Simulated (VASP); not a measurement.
# TaN (Fm-3m) in VASP: further runs, part 2 of 2

VASP 6.6.1. The steps go on from the part before.

### Step 3. Single point, PBE

Contents of INCAR:

```
SYSTEM = TaN
  PREC = Accurate
  ENCUT = 460
  EDIFF = 1E-7
  ISMEAR = 0
  SIGMA = 0.05
  LREAL = .FALSE.
  LASPH = .TRUE.
  NELM = 100
  ALGO = Normal
  ISIF = 2
  LWAVE = .FALSE.
  LCHARG = .FALSE.
  GGA = PE
  ADDGRID = .FALSE.
```

Contents of KPOINTS:

```
Automatic mesh
0
G
  8 8 8
  0 0 0
```

Contents of POSCAR:

```
TaN
1.0
    0.0000000000      2.2113230000      2.2113230000
    2.2113230000      0.0000000000      2.2113230000
    2.2113230000      2.2113230000      0.0000000000
Ta N
1 1
Direct
    0.5000000000      0.5000000000      0.5000000000
    0.0000000000      0.0000000000      0.0000000000
```

Potentials or basis: VASP PAW PBE potentials, release 64 (Ta_pv, N).

The run is started by

```bash
> cat potpaw_PBE.64/Ta_pv/POTCAR potpaw_PBE.64/N/POTCAR > POTCAR
> mpirun -np 1 vasp_std > vasp.out
```

OUTCAR:

```text
SYSTEM = TaN
   PREC = Accurate
   ENCUT = 460
   EDIFF = 1E-7
   ISMEAR = 0
   LREAL = .FALSE.
   LASPH = .TRUE.
   NELM = 100
   ISIF = 2
   GGA = PE

 Found     29 irreducible k-points:

 Following reciprocal coordinates:
            Coordinates               Weight
  0.000000  0.000000  0.000000      1.000000
  0.125000  0.000000  0.000000      8.000000
  0.250000  0.000000  0.000000      8.000000
  0.375000  0.000000  0.000000      8.000000
  0.500000  0.000000  0.000000      4.000000
  0.125000  0.125000  0.000000      6.000000
   k-points           NKPTS =     29   k-points in BZ     NKDIM =     29   number of bands    NBANDS=     12
   number of dos      NEDOS =    301   number of ions     NIONS =      2
   total plane-waves  NPLWV =  13824
   dimension x,y,z NGX =    24 NGY =   24 NGZ =   24
   dimension x,y,z NGXF=    48 NGYF=   48 NGZF=   48
   ions per type =               1   1
   NGX,Y,Z   is equivalent  to a cutoff of  12.76, 12.76, 12.76 a.u.
   NGXF,Y,Z  is equivalent  to a cutoff of  25.52, 25.52, 25.52 a.u.
 SYSTEM =  TaN
   PREC   = accura    normal or accurate (medium, high low for compatibility)
   ISTART =      0    job   : 0-new  1-cont  2-samecut
   ICHARG =      2    charge: 1-file 2-atom 10-const
   ISPIN  =      1    spin polarized calculation?
   LNONCOLLINEAR =      F non collinear calculations
   LSORBIT =      F    spin-orbit coupling
   LASPH  =      T    aspherical Exc in radial PAW
   ENCUT  =  460.0 eV  33.81 Ry    5.81 a.u.   5.47  5.47  5.47*2*pi/ulx,y,z
   NELM   =    100;   NELMIN=  2; NELMDL= -5     # of ELM steps
   EDIFF  = 0.1E-06   stopping-criterion for ELM
   LREAL  =      F    real-space projection
   EDIFFG = 0.1E-05   stopping-criterion for IOM
   NSW    =      0    number of steps for IOM
   IBRION =     -1    ionic relax: 0-MD 1-quasi-New 2-CG
   NFREE  =      0    steps in history (QN), initial steepest desc. (CG)
   ISIF   =      2    stress and relaxation
   ISYM   =      2    0-nonsym 1-usesym 2-fastsym
   POTIM  = 0.5000    time-step for ionic-motion
   TEBEG  =    0.0;   TEEND  =   0.0 temperature during run
   PSTRESS=    0.0 pullay stress
   NELECT =      16.0000    total number of electrons
   NUPDOWN=      -1.0000    fix difference up-down
   EMIN   =  10.00;   EMAX   =-10.00  energy-range for DOS
   EFERMI =   0.00;   METHOD = LEGACY
   ISMEAR =     0;   SIGMA  =   0.05  broadening in eV -4-tet -1-fermi 0-gaus
   EFERMI_NEDOS =   21; number of points for ismear=-14 and -15
   IALGO  =     38    algorithm
   IMIX   =      4    mixing-type and parameters
     AMIX     =   0.40;   BMIX     =  1.00
     AMIX_MAG =   1.60;   BMIX_MAG =  1.00
  volume/ion in A,a.u.               =      10.81        72.97
  Fermi-wavevector in a.u.,A,eV,Ry     =   1.480651  2.798024 29.828417  2.192327
  Thomas-Fermi vector in A             =   2.594659
   LORBIT       =      0    0 simple, 1 ext, 2 COOP (PROOUT), +10 PAW based schemes
   GGA     = PE    functional components
   LHFCALC =     F    Hartree Fock is set to
   AEXX    =    0.0000 exact exchange contribution
   IVDW    =     0    specifies the selected vdW correction
   LEPSILON=     F    determine dielectric tensor
   LRPA    =     F    only Hartree local field effects (RPA)
 non-spin polarized calculation
 Gauss-broadening in eV      SIGMA  =   0.05
  energy-cutoff  :      460.00
  volume of cell :       21.63
 maximum number of plane-waves:       531
 NGX is ok and might be reduce to    24
   NGX = 11   NGY = 11   NGZ = 11

 number of electron      16.0000003 magnetization

 Free energy of the ion-electron system (eV)
  ---------------------------------------------------
  ext. energy  EPLUGINS =         0.00000000
  ---------------------------------------------------
  free energy    TOTEN  =       -21.80497040 eV

  energy without entropy =      -21.80395972  energy(sigma->0) =      -21.80446506

 E-fermi :   9.3793     XC(G=0): -13.3427

 val. band max:        9.3434000654   @ k =  -0.2500   0.3750   0.1250
 cond. band min:       9.4199917675   @ k =   0.0000   0.0000   0.0000
 fundamental gap:      0.0765917021
 Fermi energy:         9.3793158680

 k-point     1 :       0.0000    0.0000    0.0000
  band No.  band energies     occupation
      1     -26.4464      2.00000
      2     -26.4464      2.00000
      3     -26.4464      2.00000
      4      -9.3665      2.00000
      5       5.5797      2.00000
      6       5.5797      2.00000
      7       5.5797      2.00000
      8       7.2985      2.00000
      9       7.2985      2.00000
     10       7.2985      2.00000
     11       9.4200      0.24994
     12       9.4200      0.24993

 k-point     2 :       0.1250    0.0000    0.0000
  band No.  band energies     occupation
      1     -26.5713      2.00000
      2     -26.4580      2.00000
      3     -26.4580      2.00000
      4      -9.0089      2.00000
      5       4.0479      2.00000
      6       4.5596      2.00000
      7       4.5596      2.00000
      8       7.8125      2.00000
      9       7.8125      2.00000
     10       7.8403      2.00000
     11      10.7340      0.00000
     12      10.7340      0.00000

 k-point     3 :       0.2500    0.0000    0.0000
  band No.  band energies     occupation
      1     -26.8607      2.00000
      2     -26.4858      2.00000
      3     -26.4858      2.00000
      4      -8.0843      2.00000
      5       1.7793      2.00000
      6       3.1638      2.00000
      7       3.1638      2.00000
      8       8.5959      2.00000
      9       8.9762      2.00000
     10       8.9762      2.00000
     11      13.1853      0.00000
     12      13.1853      0.00000

 k-point     4 :       0.3750    0.0000    0.0000
  band No.  band energies     occupation
      1     -27.1351      2.00000
      2     -26.5134      2.00000
      3     -26.5134      2.00000
      4      -6.9970      2.00000
      5      -0.0839      2.00000
      6       2.2258      2.00000
      7       2.2258      2.00000
      8       9.9333      0.00000
      9      10.4339      0.00000
     10      10.4339      0.00000
     11      14.1643      0.00000
     12      15.5359      0.00000

 k-point     5 :       0.5000    0.0000    0.0000
  band No.  band energies     occupation
      1     -27.2448      2.00000
      2     -26.5247      2.00000
      3     -26.5247      2.00000
      4      -6.4445      2.00000
      5      -0.8795      2.00000
      6       1.9023      2.00000
      7       1.9023      2.00000
      8      11.2096      0.00000
      9      11.2096      0.00000
     10      11.3010      0.00000
     11      13.1254      0.00000
     12      16.7178      0.00000

 k-point     6 :       0.1250    0.1250    0.0000
  band No.  band energies     occupation
      1     -26.5634      2.00000
      2     -26.4858      2.00000
      3     -26.4858      2.00000
      4      -8.9196      2.00000
      5       3.2283      2.00000
      6       4.9206      2.00000
      7       4.9206      2.00000
      8       6.6189      2.00000
      9       8.7136      2.00000
     10       8.7136      2.00000
     11       9.6698      0.00000
     12      10.5691      0.00000

 [... further k-points ...]

------------------------ aborting loop because EDIFF is reached ----------------------------------------

  FORCE on cell =-STRESS in cart. coord.  units (eV):
  Direction    XX          YY          ZZ          XY          YZ          ZX
  --------------------------------------------------------------------------------------
  -------------------------------------------------------------------------------------
  Total       -0.1112202     -0.1112202     -0.1112202      0.0000000     -0.0000000      0.0000000
  in kB       -8.2396281     -8.2396281     -8.2396281      0.0000000     -0.0000000      0.0000000
  external PRESSURE =      -8.2396281 kB  Pullay stress =       0.0000000 kB

 VOLUME and BASIS-vectors are now :
 -----------------------------------------------------------------------------
  energy-cutoff  :      460.00
  volume of cell :       21.63
      direct lattice vectors                 reciprocal lattice vectors
     0.000000000  2.211323000  2.211323000    -0.226108985  0.226108985  0.226108985
     2.211323000  0.000000000  2.211323000     0.226108985 -0.226108985  0.226108985
     2.211323000  2.211323000  0.000000000     0.226108985  0.226108985 -0.226108985

 POSITION                                       TOTAL-FORCE (eV/Angst)
 -----------------------------------------------------------------------------------
      2.21132      2.21132      2.21132        -0.000000      0.000000      0.000000
      0.00000      0.00000      0.00000         0.000000      0.000000      0.000000
 -----------------------------------------------------------------------------------
    total drift:                                0.000000     -0.000000     -0.000000

  FREE ENERGIE OF THE ION-ELECTRON SYSTEM (eV)
  ---------------------------------------------------
  free  energy   TOTEN  =       -21.8049704046 eV

  energy  without entropy=      -21.8039597240  energy(sigma->0) =      -21.80446506
```

OSZICAR:

```text
N       E                     dE             d eps       ncg     rms          rms(c)
DAV:   1     0.812337127588E+02    0.81234E+02   -0.86304E+03   704   0.129E+03
DAV:   2    -0.211227469092E+02   -0.10236E+03   -0.96929E+02   808   0.312E+02
DAV:   3    -0.247626908761E+02   -0.36399E+01   -0.35549E+01   860   0.530E+01
DAV:   4    -0.248189919841E+02   -0.56301E-01   -0.56017E-01   780   0.591E+00
DAV:   5    -0.248195408664E+02   -0.54888E-03   -0.54872E-03   848   0.501E-01    0.234E+01
DAV:   6    -0.219360249185E+02    0.28835E+01   -0.12913E+01   800   0.326E+01    0.991E+00
DAV:   7    -0.218371952930E+02    0.98830E-01   -0.47066E-01   772   0.642E+00    0.664E+00
DAV:   8    -0.218103154550E+02    0.26880E-01   -0.14339E-01   840   0.361E+00    0.107E+00
DAV:   9    -0.218050787201E+02    0.52367E-02   -0.23161E-02   800   0.119E+00    0.257E-01
DAV:  10    -0.218050432376E+02    0.35482E-04   -0.16828E-03   776   0.433E-01    0.997E-02
DAV:  11    -0.218049620607E+02    0.81177E-04   -0.22461E-04   800   0.130E-01    0.169E-02
DAV:  12    -0.218049635881E+02   -0.15274E-05   -0.10985E-05   768   0.314E-02    0.578E-03
DAV:  13    -0.218049702849E+02   -0.66968E-05   -0.30664E-05   720   0.452E-03    0.302E-03
DAV:  14    -0.218049704435E+02   -0.15859E-06   -0.15679E-06   388   0.847E-04    0.345E-03
DAV:  15    -0.218049704046E+02    0.38911E-07   -0.10719E-07   368   0.248E-03
   1 F= -.21804970E+02 E0= -.21804465E+02  d E =-.101068E-02
```

stdout:

```text
POSCAR found type information on POSCAR TaN
 POSCAR found :  2 types and       2 ions
 scaLAPACK will be used
 LDA part: xc-table for (Slater+PW92), standard interpolation
 POSCAR, INCAR and KPOINTS ok, starting setup
 FFT: planning ... GRIDC
 FFT: planning ... GRID_SOFT
 FFT: planning ... GRID
 WAVECAR not read
 entering main loop
 -----------------------------------------------------------------------------
|                                                                             |
|                                                                             |
|     Your highest band is occupied at some k-points! Unless you are          |
|     performing a calculation for an insulator or semiconductor, without     |
|     unoccupied bands, you have included TOO FEW BANDS!! Please increase     |
|     the parameter NBANDS in file INCAR to ensure that the highest band      |
|     is unoccupied at all k-points. It is always recommended to include      |
|     a few unoccupied bands to accelerate the convergence of                 |
|     molecular-dynamics runs (even for insulators or semiconductors),        |
|     since the presence of unoccupied bands improves wavefunction            |
|     prediction and helps to suppress 'band-crossings'.                      |
|                                                                             |
 -----------------------------------------------------------------------------
```

Wall time 5.5 s (1 thread of Intel Xeon Platinum 8488C (Sapphire Rapids), shared host); peak memory 0.13 GiB.

These settings aren't checked as converged: the numbers below hold their error.

What came out:

```
Free energy            : -21.8050 eV
Pressure               : -0.8 GPa
Band gap on the k mesh : none (metal or under the smearing width)
```

Caveat: the cutoff is under 1.25 times the usual one of these potentials, so pressure, stress and relaxed cells hold a basis-set (Pulay) error.

### Step 4. Single point, PBE

INCAR, as its differences from that of step 3:

```diff
@@ -5,3 +5,3 @@
   ISMEAR = 0
-  SIGMA = 0.05
+  SIGMA = 0.5
   LREAL = .FALSE.
```

KPOINTS is that of step 3.

POSCAR is that of step 3.

The run is started by

```bash
> cat potpaw_PBE.64/Ta_pv/POTCAR potpaw_PBE.64/N/POTCAR > POTCAR
> mpirun -np 1 vasp_std > vasp.out
```

It took 5.4 s on 1 thread of Intel Xeon Platinum 8488C (Sapphire Rapids), shared host; peak memory 0.14 GiB.

These settings aren't checked as converged: the numbers below hold their error.

What came out:

| Quantity | Value |
| --- | --- |
| Free energy | -21.8687 eV |
| Pressure | -0.2 GPa |
| Band gap on the k mesh | none (metal or under the smearing width) |

Caveat: the cutoff is under 1.25 times the usual one of these potentials, so pressure, stress and relaxed cells hold a basis-set (Pulay) error.

### Step 5. For comparison

An earlier run on the cell as given: functional PBE; potentials or basis VASP PAW PBE potentials, release 64 (Ta_pv, N); cutoff 520 eV; k mesh 10 × 10 × 10; occupations fermi-dirac, width 0.05 eV; no spin polarisation.

* Pressure: -0.6 GPa
* Band gap on the k mesh: none (metal or under the smearing width)
